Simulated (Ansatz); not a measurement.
MnS:

```xyz
4
Lattice="3.9536 0.0000 0.0000 -1.9768 3.4239 0.0000 0.0000 0.0000 6.3425" Properties=species:S:1:pos:R:3 pbc="T T T"
Mn    1.9768    1.1413    3.1639
Mn    0.0000    2.2826    6.3352
S     0.0000    2.2826    3.9714
S     1.9768    1.1413    0.8001
```

The cell is a database's computed one.

Base run:

| Property | Result |
| --- | --- |
| Program | Ansatz 0.2.0 |
| Functional | PBEsol |
| Potentials or basis | Ansatz PAW |
| Cutoff | 420 eV (not typed: the program's choice for these potentials) |
| k mesh | 8 × 8 × 4 |
| Occupations | fermi-dirac, width 0.05 eV |
| Spin | no spin polarisation |

Its results: band gap on the k mesh none (metal or under the smearing width); pressure -23.4 GPa; largest force 0.082 eV/Å.

Q: The run is repeated on the same cell with these changes: spin from no spin polarisation to collinear spin, antiferromagnetic start. What comes out?

A: Band gap on the k mesh 0.77 eV, indirect (least direct gap 1.44 eV); pressure -3.7 GPa; net moment 0.00 μB per cell; site moments Mn +3.94, -3.94; S +0.05, -0.05 μB; largest force 0.184 eV/Å.

Caveats: the PAW data sets come from PBE, with cores solved anew for the run's functional, which leaves a small shift of forces and pressure; semilocal functionals often make such compounds metallic where correlation or magnetic order opens a gap, which also shifts bond lengths (some runs).

A k mesh can miss the band edges.
